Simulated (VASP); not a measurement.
VASP 6.6.1 run: GaAs

INCAR

```
LWAVE = .FALSE.
NBANDS = 16
PREC = Medium
EDIFF = 1E-7
NSW = 0
IBRION = -1
ENCUT = 520
NELM = 120
GGA = PS
LASPH = .TRUE.
ISIF = 2
SIGMA = 0.02
LCHARG = .FALSE.
ISMEAR = -1
LREAL = .FALSE.
```

KPOINTS

```
KPOINTS created by Atomic Simulation Environment
0
Gamma
8 8 8
0 0 0
```

POSCAR

```
Ga As
 1.0000000000000000
     0.0000000000000000    2.8330850946999999    2.9534912112999998
     2.8330850946999999    0.0000000000000000    2.9534912112999998
     2.8330850946999999    2.8330850946999999    0.0000000000000000
 Ga  As
   1   1
Cartesian
  0.0000000000000000  0.0000000000000000  0.0000000000000000
  1.4165425473500000  1.4165425473500000  1.4767456056499999
```

The recommended PBE PAW datasets give the neutral cell 18 valence electrons.

Command

```
mpirun -np 1 vasp_std
```

How does this run end, and what does it give?

It converged. Results: gap between bands v and c on the k mesh 0.01 eV; least direct gap on the k mesh 0.01 eV; pressure -2.7 GPa. Band v is the last that the valence electrons fill when counted band by band, and c is the next.

OSZICAR

```
N       E                     dE             d eps       ncg     rms          rms(c)
DAV:   1     0.814900357407E+02    0.81490E+02   -0.87811E+03  1936   0.153E+03
DAV:   2    -0.268648649374E+01   -0.84177E+02   -0.80222E+02  2208   0.303E+02
DAV:   3    -0.914601130835E+01   -0.64595E+01   -0.64412E+01  2256   0.661E+01
DAV:   4    -0.924478914303E+01   -0.98778E-01   -0.98765E-01  2400   0.911E+00
DAV:   5    -0.924621140935E+01   -0.14223E-02   -0.14223E-02  2328   0.983E-01    0.278E+00
DAV:   6    -0.908845561130E+01    0.15776E+00   -0.22552E-01  2872   0.872E+00    0.163E+00
DAV:   7    -0.906071333710E+01    0.27742E-01   -0.53507E-02  2856   0.186E+00    0.531E-01
DAV:   8    -0.905889142114E+01    0.18219E-02   -0.87210E-03  2344   0.106E+00    0.915E-02
DAV:   9    -0.905906685681E+01   -0.17544E-03   -0.69868E-04  2480   0.347E-01    0.442E-02
DAV:  10    -0.905909889747E+01   -0.32041E-04   -0.45646E-05  2568   0.604E-02    0.233E-02
DAV:  11    -0.905912153945E+01   -0.22642E-04   -0.26628E-05  2152   0.505E-02    0.251E-03
DAV:  12    -0.905912152991E+01    0.95361E-08   -0.86118E-07  2408   0.123E-02
   1 F= -.90591215E+01 E0= -.90590472E+01  d E =-.148589E-03
```

For comparison, a separate PBE run of the intended cell, on usual settings and not on those above, gives a gap of 0.07 eV on its mesh and a pressure of 0.1 GPa.
